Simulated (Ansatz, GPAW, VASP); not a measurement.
# GaAs: 3 runs at one level of theory

```xyz
2
Lattice="0.0000 2.8268 2.8268 2.8268 0.0000 2.8268 2.8268 2.8268 0.0000" Properties=species:S:1:pos:R:3 pbc="T T T"
As    4.2403    4.2403    4.2403
Ga    0.0000    0.0000    0.0000
```

Alike in all runs: task band structure; functional revPBE; k mesh 8 × 8 × 8; occupations fermi-dirac, width 0.05 eV; no spin polarisation; no spin-orbit coupling. Pressure is positive in compression and, in plane waves, holds the error of the finite cutoff. Gaps are the smaller of the mesh's and the band path's.

```
                                                    program and potentials  plane-wave cutoff (eV)                                                            notes  band gap (eV)  pressure (GPa)
                                      VASP, PBE PAW files As, Ga_d, 520 eV                     520  potentials made for PBE; 9 valence electrons an atom on average           0.61            4.83
GPAW, the program's PAW data sets (release 1.2.1) made for this functional                     600                           4 valence electrons an atom on average           0.68            5.77
                            Ansatz, all-electron LAPW, scalar-relativistic                       -                                                                -           0.62            4.68
```

The band gap spans 0.61 (VASP, PBE PAW files As, Ga_d, 520 eV) to 0.68 eV (GPAW, the program's PAW data sets (release 1.2.1) made for this functional), with all-electron results at 0.62. The pressure spans 4.68 (Ansatz, all-electron LAPW, scalar-relativistic) to 5.77 GPa (GPAW, the program's PAW data sets (release 1.2.1) made for this functional), with all-electron results at 4.68. Spin-orbit coupling, left out here, moves the band edges of heavy atoms.

The functional is the same throughout but for its coding, so the spread measures potentials, basis and numerics; runs on potential files found faulty are left out.

All three runs place GaAs under compression in this cell, which is close to the experimental one. revPBE therefore favours a larger volume, as expected from its strong gradient enhancement, which weakens bonds and usually overestimates lattice constants. The gaps, 0.61 to 0.68 eV, fall far below the measured one, mainly because a semilocal Kohn-Sham gap lacks the derivative discontinuity. Relaxing the cell would probably lower them further, since the antibonding, s-like conduction minimum at Γ drops relative to the As p-like valence top as the bonds lengthen.

The VASP run lies closer to the all-electron result in both quantities, although its potentials were made for another functional. Consistency between potential and functional is thus not the deciding factor here. GPAW's larger gap and pressure may stem from leaving the Ga 3d shell in the core, as p-d repulsion otherwise raises the valence top. The close agreement on the gap supports the numerical reliability of the revPBE value, not its accuracy as a prediction of the optical gap.
